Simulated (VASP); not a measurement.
# Ta2N (P-3m1) in VASP: further runs

The runs below take Ta2N through band structure, equation of state, with PW91+D3(BJ), PBEsol+U, PBE+D3.

Everything below comes from runs of VASP 6.6.1. Logs are shortened: lines on timing, memory, paths and dates and some standing lists are left out, and cuts for length are marked.

## (1) Starting point

The structure is trigonal, space group P-3m1 (No. 164). Conventional cell: a = 3.113 Å, b = 3.113 Å, c = 4.870 Å, α = 90.00°, β = 90.00°, γ = 120.00°. Ta (site symmetry 3m) is surrounded by 3 N at 2.18 Å. N (site symmetry -3m) has 6 Ta at 2.18 Å as nearest neighbours.

The cell comes from a database or a generator and needn't be the stable form of this composition.

## (2) Band structure, PW91+D3(BJ), spin-orbit coupling, no magnetisation (volume scaled by 1.15)

INCAR reads:

```
SYSTEM = Ta2N
  ALGO = Normal
  EDIFF = 1E-7
  ENCUT = 900
  GGA = 91
  GGA_COMPAT = .False.
  ISIF = 2
  ISMEAR = -1
  IVDW = 12
  LASPH = .True.
  LCHARG = .False.
  LMAXMIX = 4
  LNONCOLLINEAR = .True.
  LORBIT = 11
  LREAL = .False.
  LSORBIT = .True.
  LWAVE = .False.
  MAGMOM = 0 0 0 0 0 0 0 0 0
  NBANDS = 40
  NELM = 60
  PREC = Normal
  SIGMA = 0.02
  VDW_A1 = 0.6319
  VDW_A2 = 4.5718
  VDW_S6 = 1.0
  VDW_S8 = 1.9598
```

KPOINTS reads:

```
k-points
0
Gamma
  7 7 5
  0 0 0
```

POSCAR reads:

```
Ta2N
1.0
    3.2613124803      0.0000000000      0.0000000000
   -1.6306562402      2.8243794576      0.0000000000
    0.0000000000      0.0000000000      5.1020815413
Ta N
2 1
Cartesian
   -0.0000000002      1.8829196385      1.2995562915
    1.6306562403      0.9414598191      3.8025252498
    0.0000000000      0.0000000000      0.0000000000
```

KPOINTS_OPT reads:

```
path GMKGALHA,LM,KH
20
line-mode
reciprocal
 0.0000000000  0.0000000000  0.0000000000  G
 0.5000000000  0.0000000000  0.0000000000  M

 0.5000000000  0.0000000000  0.0000000000  M
 0.3333333333  0.3333333333  0.0000000000  K

 0.3333333333  0.3333333333  0.0000000000  K
 0.0000000000  0.0000000000  0.0000000000  G

 0.0000000000  0.0000000000  0.0000000000  G
 0.0000000000  0.0000000000  0.5000000000  A

 0.0000000000  0.0000000000  0.5000000000  A
 0.5000000000  0.0000000000  0.5000000000  L

 0.5000000000  0.0000000000  0.5000000000  L
 0.3333333333  0.3333333333  0.5000000000  H

 0.3333333333  0.3333333333  0.5000000000  H
 0.0000000000  0.0000000000  0.5000000000  A

 0.5000000000  0.0000000000  0.5000000000  L
 0.5000000000  0.0000000000  0.0000000000  M

 0.3333333333  0.3333333333  0.0000000000  K
 0.3333333333  0.3333333333  0.5000000000  H
```

Potentials or basis: VASP PAW PBE potentials, release 64 (Ta_pv, N_h).

Started as:

```bash
> cat potpaw_PBE.64/Ta_pv/POTCAR potpaw_PBE.64/N_h/POTCAR > POTCAR
> mpirun -np 1 vasp_ncl > vasp.out
```

OUTCAR:

```text
SYSTEM = Ta2N
   EDIFF = 1E-7
   ENCUT = 900
   GGA = 91
   ISIF = 2
   ISMEAR = -1
   IVDW = 12
   LASPH = .True.
   LNONCOLLINEAR = .True.
   LORBIT = 11
   LREAL = .False.
   LSORBIT = .True.
   NELM = 60
   PREC = Normal
 IVDW          = 12

 ion  position               nearest neighbor table
   1  0.333  0.667  0.255-   3 2.29   3 2.29   3 2.29   2 3.13   2 3.13   2 3.13   2 3.21   2 3.21
                             2 3.21
   2  0.667  0.333  0.745-   3 2.29   3 2.29   3 2.29   1 3.13   1 3.13   1 3.13   1 3.21   1 3.21
                             1 3.21
   3  0.000  0.000  0.000-   1 2.29   2 2.29   2 2.29   1 2.29   2 2.29   1 2.29

  LATTYP: Found a hexagonal cell.
 ALAT       =     3.2613124803
 C/A-ratio  =     1.5644258476

  Lattice vectors:

 A1 = (   3.2613124803,   0.0000000000,   0.0000000000)
 A2 = (  -1.6306562402,   2.8243794576,   0.0000000000)
 A3 = (   0.0000000000,   0.0000000000,   5.1020815413)

Analysis of symmetry for initial positions (statically):
=====================================================================
 Subroutine PRICEL returns:
 Original cell was already a primitive cell.

 Routine SETGRP: Setting up the symmetry group for a
 hexagonal supercell.

 Subroutine GETGRP returns: Found 12 space group operations
 (whereof 12 operations were pure point group operations)
 out of a pool of 24 trial point group operations.

The static configuration has the point symmetry D_3d.

Analysis of symmetry for dynamics (positions and initial velocities):
=====================================================================
 Subroutine PRICEL returns:
 Original cell was already a primitive cell.

 Routine SETGRP: Setting up the symmetry group for a
 hexagonal supercell.

 Subroutine GETGRP returns: Found 12 space group operations
 (whereof 12 operations were pure point group operations)
 out of a pool of 24 trial point group operations.

The dynamic configuration has the point symmetry D_3d.

Analysis of structural, dynamic, and magnetic symmetry:
=====================================================================
 Subroutine PRICEL returns:
 Original cell was already a primitive cell.

[... 1190 lines left out ...]
  -------------------------------------------------------------------------------------
  Total      -9.03174    -9.03174    -9.32493     0.00000     0.00000    -0.00000
  in kB    -307.90683  -307.90683  -317.90194     0.00000     0.00000    -0.00000
  external pressure =     -311.24 kB  Pullay stress =        0.00 kB

 VOLUME and BASIS-vectors are now :
 -----------------------------------------------------------------------------
  energy-cutoff  :      900.00
  volume of cell :       47.00
      direct lattice vectors                 reciprocal lattice vectors
     3.261312480  0.000000000  0.000000000     0.306625019  0.177030037  0.000000000
    -1.630656240  2.824379458  0.000000000     0.000000000  0.354060074  0.000000000
     0.000000000  0.000000000  5.102081541     0.000000000  0.000000000  0.195998436

 POSITION                                       TOTAL-FORCE (eV/Angst)
 -----------------------------------------------------------------------------------
     -0.00000      1.88292      1.29956        -0.000000      0.000000     -0.531074
      1.63066      0.94146      3.80253         0.000000     -0.000000      0.531074
      0.00000      0.00000      0.00000         0.000000      0.000000      0.000000
 -----------------------------------------------------------------------------------
    total drift:                                0.000000      0.000000     -0.000000

  FREE ENERGIE OF THE ION-ELECTRON SYSTEM (eV)
  ---------------------------------------------------
  free  energy   TOTEN  =       -35.9191014275 eV

  energy  without entropy=      -35.9174794028  energy(sigma->0) =      -35.91829042

 Spin-Orbit-Coupling matrix elements

 Ion:    1  E_soc:     -1.3877864
 l=   1
     0.0000000    -0.2077028    -0.2079207
    -0.2077028     0.0000000    -0.2077028
    -0.2079207    -0.2077028     0.0000000
 l=   2
     0.0000000    -0.0043916     0.0000000    -0.0043916    -0.0183741
    -0.0043916     0.0000000    -0.0149361    -0.0047540    -0.0043916
     0.0000000    -0.0149361     0.0000000    -0.0149361     0.0000000
    -0.0043916    -0.0047540    -0.0149361     0.0000000    -0.0043916
    -0.0183741    -0.0043916     0.0000000    -0.0043916     0.0000000
 l=   3
     0.0000000     0.0000000     0.0000000     0.0000000     0.0000000     0.0000000     0.0000000
     0.0000000     0.0000000     0.0000000     0.0000000     0.0000000     0.0000000     0.0000000
     0.0000000     0.0000000     0.0000000     0.0000000     0.0000000     0.0000000     0.0000000
     0.0000000     0.0000000     0.0000000     0.0000000     0.0000000     0.0000000     0.0000000
[... 29 lines left out ...]
 l=   2
     0.0000000     0.0000000     0.0000000     0.0000000     0.0000000
     0.0000000     0.0000000     0.0000000     0.0000000     0.0000000
     0.0000000     0.0000000     0.0000000     0.0000000     0.0000000
     0.0000000     0.0000000     0.0000000     0.0000000     0.0000000
     0.0000000     0.0000000     0.0000000     0.0000000     0.0000000
 l=   3
     0.0000000     0.0000000     0.0000000     0.0000000     0.0000000     0.0000000     0.0000000
     0.0000000     0.0000000     0.0000000     0.0000000     0.0000000     0.0000000     0.0000000
     0.0000000     0.0000000     0.0000000     0.0000000     0.0000000     0.0000000     0.0000000
     0.0000000     0.0000000     0.0000000     0.0000000     0.0000000     0.0000000     0.0000000
     0.0000000     0.0000000     0.0000000     0.0000000     0.0000000     0.0000000     0.0000000
     0.0000000     0.0000000     0.0000000     0.0000000     0.0000000     0.0000000     0.0000000
     0.0000000     0.0000000     0.0000000     0.0000000     0.0000000     0.0000000     0.0000000

 total charge

# of ion       s       p       d       tot
------------------------------------------
    1        0.280   6.154   2.217   8.651
    2        0.280   6.154   2.217   8.651
    3        0.724   1.446   0.000   2.169
--------------------------------------------------
tot          1.283  13.754   4.435  19.471

 magnetization (x)

# of ion       s       p       d       tot
------------------------------------------
    1        0.000   0.000  -0.000  -0.000
    2        0.000   0.000  -0.000  -0.000
    3        0.000   0.000   0.000   0.000
--------------------------------------------------
tot          0.000   0.000  -0.000  -0.000

 magnetization (y)

# of ion       s       p       d       tot
------------------------------------------
    1        0.000  -0.000  -0.000  -0.000
    2        0.000  -0.000  -0.000  -0.000
    3        0.000   0.000   0.000   0.000
--------------------------------------------------
tot          0.000  -0.000  -0.000  -0.000

 magnetization (z)

# of ion       s       p       d       tot
------------------------------------------
    1        0.000   0.000   0.000   0.000
    2        0.000   0.000   0.000   0.000
    3        0.000  -0.000   0.000  -0.000
--------------------------------------------------
tot          0.000  -0.000   0.000  -0.000
```

stdout:

```text
POSCAR found type information on POSCAR TaN
 POSCAR found :  2 types and       3 ions
 scaLAPACK will be used
 -----------------------------------------------------------------------------
|                                                                             |
|                                                                             |
|     You enforced a specific xc type in the INCAR file but a different       |
|     I HOPE YOU KNOW WHAT YOU ARE DOING!                                     |
|                                                                             |
 -----------------------------------------------------------------------------

 LDA part: xc-table for (Slater(with rela. corr.)+CA(PZ))
 , standard interpolation
 POSCAR, INCAR and KPOINTS ok, starting setup
 FFT: planning ... GRIDC
 FFT: planning ... GRID_SOFT
 FFT: planning ... GRID
 WAVECAR not read
 entering main loop
 Start KPOINTS_OPT (optional k-point list driver)
k-point batch [1-32\180]
k-point batch [33-64\180]
k-point batch [65-96\180]
k-point batch [97-128\180]
k-point batch [129-160\180]
k-point batch [161-180\180]
```

It took 6.5 min on 1 thread of Intel Xeon 6975P-C (Granite Rapids), shared host; peak memory 0.5 GiB.

Results:

* Free energy: -35.9191 eV
* Pressure: -31.1 GPa
* Largest force: 0.531 eV/Å
* Valence electrons inside the program's atomic spheres: Ta 8.65; N 2.17
* Dispersion energy per atom: -0.285 eV

Forces in eV/Å, atoms in the order of the input:
```
Ta   0.000  0.000 -0.531
Ta   0.000  0.000  0.531
N    0.000  0.000  0.000
```

Caveat: the cutoff is under 1.25 times the usual one of these potentials, so pressure, stress and relaxed cells hold a basis-set (Pulay) error; the PAW data sets were made with another functional, which shifts forces and pressure a little.

## (3) Band structure, PBEsol+U

run.py reads:

```python
from ase.calculators.vasp import Vasp
from ase.dft.bandgap import bandgap
from ase.io import read

atoms = read('Ta2N.xyz')
calc = Vasp(
    directory='calc',
    xc='pbesol',
    pp='PBE',
    setups='recommended',
    prec='Accurate',
    encut=520,
    ediff=1e-06,
    ismear=-1,
    sigma=0.02,
    lreal=False,
    lasph=True,
    nelm=60,
    algo='Normal',
    isif=2,
    lwave=False,
    lcharg=True,
    lmaxmix=4,
    ldautype=1,
    ldauprint=1,
    ldau_luj={'Ta': {'L': 2, 'U': 4, 'J': 0.9}},
    kpts=[8, 8, 5],
    gamma=True,
    nbands=20,
)
atoms.calc = calc

print('energy (eV):', atoms.get_potential_energy())
print('free energy (eV):', atoms.get_potential_energy(force_consistent=True))
efermi = calc.get_fermi_level()
print('Fermi level (eV):', efermi)
path = atoms.cell.bandpath(npoints=40, eps=1e-4)
print('path:', path.path)
calc.set(kpts=path.kpts, reciprocal=True, icharg=11, isym=0, lcharg=False)
calc.calculate(atoms)
print('gap on the path (eV):', bandgap(calc, efermi=efermi)[0])
print('direct gap on the path (eV):', bandgap(calc, efermi=efermi, direct=True)[0])
```

Ta2N.xyz reads:

```xyz
3
Lattice="3.1128615060 0.0000000000 0.0000000000 -1.5564307530 2.6958171426 0.0000000000 0.0000000000 0.0000000000 4.8698410000" Properties=species:S:1:pos:R:3 pbc="T T T"
Ta    -0.0000000002      1.7972114285      1.2404020710
Ta     1.5564307532      0.8986057141      3.6294389290
N      0.0000000000      0.0000000000      0.0000000000
```

Potentials or basis: VASP PAW PBE potentials, release 64 (Ta_pv, N).

Started as:

```bash
> python run.py
```

The program printed:

```text
energy (eV): -30.8958672
free energy (eV): -30.89662316
Fermi level (eV): 7.75190265
path: GMKGALHA,LM,KH
gap on the path (eV): 0.0
direct gap on the path (eV): 0.0
```

OUTCAR:

```text
ENCUT = 520.000000
   EDIFF = 1.00e-06
   GGA = PS
   PREC = Accurate
   ICHARG = 11
   ISIF = 2
[... 805 lines left out ...]
     -0.00000      1.79721      1.24040        -0.956304     -0.218735      0.278067
      1.55643      0.89861      3.62944         0.956302      0.218732     -0.278068
      0.00000      0.00000      0.00000         0.000002      0.000003      0.000002
 -----------------------------------------------------------------------------------
    total drift:                               -0.000010      0.000011     -0.000000

  FREE ENERGIE OF THE ION-ELECTRON SYSTEM (eV)
  ---------------------------------------------------
  free  energy   TOTEN  =       -30.1208970638 eV

  energy  without entropy=      -30.1183323843  energy(sigma->0) =      -30.11961472
```

INCAR:

```text
ENCUT = 520.000000
SIGMA = 0.020000
EDIFF = 1.00e-06
ALGO = Normal
GGA = PS
PREC = Accurate
ICHARG = 11
ISIF = 2
ISMEAR = -1
ISYM = 0
LDAUPRINT = 1
LDAUTYPE = 1
LMAXMIX = 4
NBANDS = 20
NELM = 60
LASPH = .TRUE.
LCHARG = .FALSE.
LWAVE = .FALSE.
LREAL = .FALSE.
LDAU = .TRUE.
LDAUL = 2 -1
LDAUU = 4.000 0.000
LDAUJ = 0.900 0.000
```

Run time: 21 s. Hardware: 1 thread of Intel Xeon 6975P-C (Granite Rapids), shared host; peak memory 0.16 GiB.

Results:

```yaml
Band_gap_along_the_path: none (metal or under the smearing width)
```

Levels at the corners of the path, in eV from the Fermi level:
```tsv
point	band 11	band 12	band 13	band 14	band 15	band 16
Γ	-5.36	-0.64	-0.17	-0.17	0.19	0.38
M	-4.56	-2.79	-1.58	1.82	1.90	3.74
K	-3.40	-2.80	-2.80	1.19	1.19	3.07
Γ	-5.36	-0.64	-0.17	-0.17	0.19	0.38
A	-2.94	-2.91	-1.04	-1.04	1.57	1.74
L	-3.37	-2.37	-2.28	-0.32	0.80	3.43
H	-2.49	-2.08	-2.08	0.69	0.76	0.76
A	-2.94	-2.91	-1.04	-1.04	1.57	1.74
L	-3.37	-2.37	-2.28	-0.32	0.80	3.43
M	-4.56	-2.79	-1.58	1.82	1.90	3.74
K	-3.40	-2.80	-2.80	1.19	1.19	3.07
H	-2.49	-2.08	-2.08	0.69	0.76	0.76
```

Caveat: the log is that of the step along the path at fixed density, whose energy, stress, charges and moments have no meaning; the PAW data sets were made with another functional, which shifts forces and pressure a little; spin-orbit coupling is left out, which moves the levels of the heavy elements; U without spin polarisation on a metal has little footing.

## (4) Equation of state, PBE+D3

run.py reads:

```python
from ase.calculators.vasp import Vasp
from ase.eos import EquationOfState
from ase.io import Trajectory
from ase.io import read
from ase.units import GPa

atoms = read('Ta2N.cif', primitive_cell=True, subtrans_included=False)
calc = Vasp(
    directory='calc',
    xc='pbe',
    pp='PBE',
    setups='recommended',
    prec='Accurate',
    encut=520,
    ediff=1e-06,
    ismear=0,
    sigma=0.1,
    lreal=False,
    lasph=True,
    nelm=80,
    algo='Normal',
    isif=2,
    lwave=False,
    lcharg=False,
    ivdw=11,
    kpts=[10, 10, 6],
    gamma=True,
)
atoms.calc = calc
cell = atoms.cell.copy()
volumes, energies = [], []
traj = Trajectory('eos.traj', 'w')
for x in [0.94, 0.96, 0.98, 1.0, 1.02, 1.04, 1.06]:
    atoms.set_cell(cell * x ** (1 / 3), scale_atoms=True)
    volumes.append(atoms.get_volume())
    energies.append(atoms.get_potential_energy())
    traj.write(atoms)
    print(f'{x:5.2f} {volumes[-1]:12.5f} {energies[-1]:14.6f}')

v0, e0, B = EquationOfState(volumes, energies, eos='birchmurnaghan').fit()
print(f'V0 = {v0:.4f} A^3, E0 = {e0:.6f} eV, B = {B / GPa:.2f} GPa')
```

Ta2N.cif reads:

```cif
data_Ta2N
_cell_length_a 3.11286151
_cell_length_b 3.11286151
_cell_length_c 4.86984100
_cell_angle_alpha 90.00000000
_cell_angle_beta 90.00000000
_cell_angle_gamma 120.00000000
_space_group_name_H-M_alt 'P-3m1'
_space_group_name_Hall '-P 3 2"'
_space_group_IT_number 164
loop_
_space_group_symop_operation_xyz
'x,y,z'
'-x,-y,-z'
'-y,x-y,z'
'y,-x+y,-z'
'-x+y,-x,z'
'x-y,x,-z'
'y,x,-z'
'-y,-x,z'
'x-y,-y,-z'
'-x+y,y,z'
'-x,-x+y,-z'
'x,x-y,z'
loop_
_atom_site_label
_atom_site_type_symbol
_atom_site_symmetry_multiplicity
_atom_site_Wyckoff_symbol
_atom_site_fract_x
_atom_site_fract_y
_atom_site_fract_z
_atom_site_occupancy
Ta1 Ta 2 d 0.3333333333 0.6666666667 0.2547110000 1
N1 N 1 a 0.0000000000 0.0000000000 0.0000000000 1
```

Potentials or basis: VASP PAW PBE potentials, release 64 (Ta_pv, N).

Started as:

```bash
> python run.py
```

The program printed:

```text
0.94     38.41429     -35.639265
 0.96     39.23162     -35.681233
 0.98     40.04895     -35.689413
 1.00     40.86627     -35.667349
 1.02     41.68360     -35.618169
 1.04     42.50092     -35.544746
 1.06     43.31825     -35.449537
V0 = 39.8489 A^3, E0 = -35.690336 eV, B = 296.72 GPa
```

OUTCAR:

```text
ENCUT = 520.000000
   EDIFF = 1.00e-06
   GGA = PE
   PREC = Accurate
   ISIF = 2
   ISMEAR = 0
   NELM = 80
[... 713 lines left out ...]
     -0.00000      1.83246      1.26473        -0.000000      0.000000     -0.248465
      1.58696      0.91623      3.70062         0.000000     -0.000000      0.248465
      0.00000      0.00000      0.00000        -0.000000      0.000000      0.000000
 -----------------------------------------------------------------------------------
    total drift:                               -0.000000      0.000000      0.000000

  FREE ENERGIE OF THE ION-ELECTRON SYSTEM (eV)
  ---------------------------------------------------
  free  energy   TOTEN  =       -35.4544438464 eV

  energy  without entropy=      -35.4446299449  energy(sigma->0) =      -35.44953690
```

INCAR:

```text
ENCUT = 520.000000
SIGMA = 0.100000
EDIFF = 1.00e-06
ALGO = Normal
GGA = PE
PREC = Accurate
ISIF = 2
ISMEAR = 0
NELM = 80
IVDW = 11
LASPH = .TRUE.
LCHARG = .FALSE.
LWAVE = .FALSE.
LREAL = .FALSE.
```

Run time: 2 min. Hardware: 1 thread of Intel Xeon 6975P-C (Granite Rapids), shared host; peak memory 0.2 GiB.

Results:

- Equilibrium volume: 13.28 Å³/atom
- Bulk modulus at fixed shape and positions: 297 GPa
- Pressure derivative of the bulk modulus: 4.4

Energy against volume, from the lowest point:
| volume (Å³/atom) | energy (meV/atom) |
| --- | --- |
| 12.805 | 16.72 |
| 13.077 | 2.73 |
| 13.350 | 0.00 |
| 13.622 | 7.35 |
| 13.895 | 23.75 |
| 14.167 | 48.22 |
| 14.439 | 79.96 |

Caveat: the cell was scaled at fixed shape and fractional positions, which overstates the stiffness of a crystal with free parameters, most of all of layers and chains. The run has no spin-orbit coupling, so splittings on Ta are missing.
